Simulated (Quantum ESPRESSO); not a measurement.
# In in Quantum ESPRESSO: further runs, part 3 of 3

Quantum ESPRESSO 7.5. Earlier steps stand in the parts before.

### 5 Work function, PBE

File pw.in:

```
&CONTROL
  calculation = 'scf'
  prefix = 'pwscf'
  outdir = './tmp'
  pseudo_dir = './pseudo'
  tprnfor = .true.
  disk_io = 'low'
  tefield = .true.
  dipfield = .true.
/
&SYSTEM
  ibrav = 0
  celldm(1) = 8
  nat = 6
  ntyp = 1
  ecutwfc = 42
  nbnd = 51
  occupations = 'smearing'
  smearing = 'fd'
  degauss = 0.00367493
  edir = 3
  emaxpos = 0.9824
  eopreg = 0.0351
  eamp = 0
/
&ELECTRONS
  conv_thr = 6d-09
  electron_maxstep = 150
  mixing_beta = 0.3
  mixing_mode = 'local-TF'
/
ATOMIC_SPECIES
In   114.8180 In.upf
CELL_PARAMETERS alat
  0.7945929533796  -0.0000000000000   0.0000000000000
 -0.3972964766944   0.6881376832975   0.0000000000000
  0.0000000000000   0.0000000000000   6.7320632065220
ATOMIC_POSITIONS crystal
In     0.6666666700    0.3333333400    0.2631612609
In     0.0000000000    0.0000000000    0.3578967565
In     0.3333333300    0.6666666600    0.4526322522
In     0.0000000000    0.0000000000    0.5473677478
In     0.6666666700    0.3333333400    0.6421032435
In     0.0000000000    0.0000000000    0.7368387391
K_POINTS automatic
9 9 1 0 0 0
```

File pp_density.in:

```
&INPUTPP
  prefix = 'pwscf'
  outdir = './tmp'
  filplot = 'density.dat'
  plot_num = 0
/
&PLOT
  nfile = 1
  filepp(1) = 'density.dat'
  iflag = 3
  output_format = 6
  fileout = 'density.cube'
/
```

File pp_potential.in:

```
&INPUTPP
  prefix = 'pwscf'
  outdir = './tmp'
  filplot = 'potential.dat'
  plot_num = 11
/
&PLOT
  nfile = 1
  filepp(1) = 'potential.dat'
  iflag = 3
  output_format = 6
  fileout = 'potential.cube'
/
```

File pp_elf.in:

```
&INPUTPP
  prefix = 'pwscf'
  outdir = './tmp'
  filplot = 'elf.dat'
  plot_num = 8
/
&PLOT
  nfile = 1
  filepp(1) = 'elf.dat'
  iflag = 3
  output_format = 6
  fileout = 'elf.cube'
/
```

Potentials or basis: PseudoDojo 0.4.1 SR PBE standard.

On the command line:

```bash
$ OMP_NUM_THREADS=1 mpirun -n 2 pw.x -nk 2 -in pw.in > pw.out
$ OMP_NUM_THREADS=1 mpirun -n 1 pp.x -in pp_density.in > pp_density.out
$ OMP_NUM_THREADS=1 mpirun -n 1 pp.x -in pp_potential.in > pp_potential.out
$ OMP_NUM_THREADS=1 mpirun -n 1 pp.x -in pp_elf.in > pp_elf.out
```

pw.out:

```text
This program is part of the open-source Quantum ESPRESSO suite
     for quantum simulation of materials; please cite
         "P. Giannozzi et al., J. Phys.:Condens. Matter 21 395502 (2009);
         "P. Giannozzi et al., J. Phys.:Condens. Matter 29 465901 (2017);
         "P. Giannozzi et al., J. Chem. Phys. 152 154105 (2020);
     in publications or presentations arising from this work. More details at

     Presently no symmetry can be used with electric field

     K-points division:     npool     =       2
     Subspace diagonalization in iterative solution of the eigenvalue problem:
     a serial algorithm will be used

     G-vector sticks info
     --------------------
     sticks:   dense  smooth     PW     G-vecs:    dense   smooth      PW
     Sum         463     463    151                69085    69085   12745

     Using Slab Decomposition

     bravais-lattice index     =            0
     lattice parameter (alat)  =       8.0000  a.u.
     unit-cell volume          =    1884.6825 (a.u.)^3
     number of atoms/cell      =            6
     number of atomic types    =            1
     number of electrons       =        78.00
     number of Kohn-Sham states=           51
     kinetic-energy cutoff     =      42.0000  Ry
     charge density cutoff     =     168.0000  Ry
     scf convergence threshold =      6.0E-09
     mixing beta               =       0.3000
     number of iterations used =            8  local-TF  mixing
     Exchange-correlation= PBE
[... 110 lines left out ...]

     Threshold (ethr) on eigenvalues was too large:
     Diagonalizing with lowered threshold

     Davidson diagonalization with overlap
     ethr =  2.80E-04,  avg # of iterations =  4.9

     negative rho (up, down):  7.141E-04 0.000E+00
[... 283 lines left out ...]
        Potential amp.       -0.0018 Ry
        Total length         51.9661 bohr

     End of self-consistent calculation

          k = 0.0000 0.0000 0.0000 (  8763 PWs)   bands (ev):

   -10.5998 -10.5790 -10.5790 -10.5735 -10.5634 -10.5532 -10.5532 -10.5529
   -10.5300 -10.5300 -10.5288 -10.5243 -10.5243 -10.5210 -10.4988 -10.4988
   -10.4870 -10.4870 -10.4159 -10.4159 -10.3772 -10.3772 -10.3126 -10.3126
   -10.2504 -10.2504 -10.2224 -10.2224 -10.1800 -10.1800  -5.1065  -4.7255
    -4.0557  -3.1198  -1.9576  -0.6547   1.5962   3.2216   5.1013   6.8579
     7.6311   8.5534   8.7371  10.5792  10.7299  12.4254  12.4254  12.7139
    12.7139  13.1619  13.1619
[... 393 lines left out ...]
   -10.6937 -10.6609 -10.6238 -10.5887 -10.5687 -10.5560 -10.5435 -10.5311
   -10.5209 -10.4961 -10.4869 -10.4755 -10.4573 -10.4262 -10.3917 -10.3359
   -10.3256 -10.3084 -10.2925 -10.2728 -10.2527 -10.2409 -10.2304 -10.2068
   -10.1945 -10.1806 -10.1635 -10.1468 -10.1340 -10.1149  -1.9888  -1.6082
    -0.9519  -0.0614   0.9842   1.9048   2.7597   2.9531   3.5240   4.2291
     4.9137   5.3649   6.1342   6.3759   7.0512   7.3398   7.8199   7.9381
     8.6261   9.1091   9.6520

     the Fermi energy is     4.2098 ev

!    total energy              =    -795.71196357 Ry
     estimated scf accuracy    <          5.6E-09 Ry
     smearing contrib. (-TS)   =      -0.00325974 Ry
     internal energy E=F+TS    =    -795.70870382 Ry

     The total energy is F=E-TS. E is the sum of the following terms:
     one-electron contribution =   -3952.18286342 Ry
     hartree contribution      =    2022.60766190 Ry
     xc contribution           =    -239.72512338 Ry
     ewald contribution        =    1373.59162102 Ry
     electric field correction =       0.00000004 Ry

     convergence has been achieved in  18 iterations

     Forces acting on atoms (cartesian axes, Ry/au):

     atom    1 type  1   force =    -0.00000031    0.00000037   -0.00841860
     atom    2 type  1   force =     0.00000005   -0.00000031    0.00337422
     atom    3 type  1   force =     0.00000034   -0.00000054   -0.00236527
     atom    4 type  1   force =     0.00000028    0.00000052    0.00350676
     atom    5 type  1   force =     0.00000003   -0.00000009   -0.00078319
     atom    6 type  1   force =    -0.00000038    0.00000005    0.00468607

     Total force =     0.011078     Total SCF correction =     0.000536

=------------------------------------------------------------------------------=
   JOB DONE.
=------------------------------------------------------------------------------=
```

Run time: 5.9 min. Hardware: 2 MPI ranks of Arm Neoverse V1, shared host; peak memory 0.56 GiB.

The run converged, but some of its settings lie outside the range that counts as converged, so its numbers aren't taken as properties of the slab.

What came out:

| Quantity | Value |
| --- | --- |
| Free energy | -10826.2128 eV |
| Largest force | 0.216 eV/Å |
| Band gap on the k mesh | none (metal or under the smearing width) |
| Dipole across the slab | 0.01 D |
| Work function of the upper face | 3.96 eV |
| Work function of the lower face | 3.98 eV |

Caveat: the cutoff lies well under what these potentials need, so the values aren't converged.
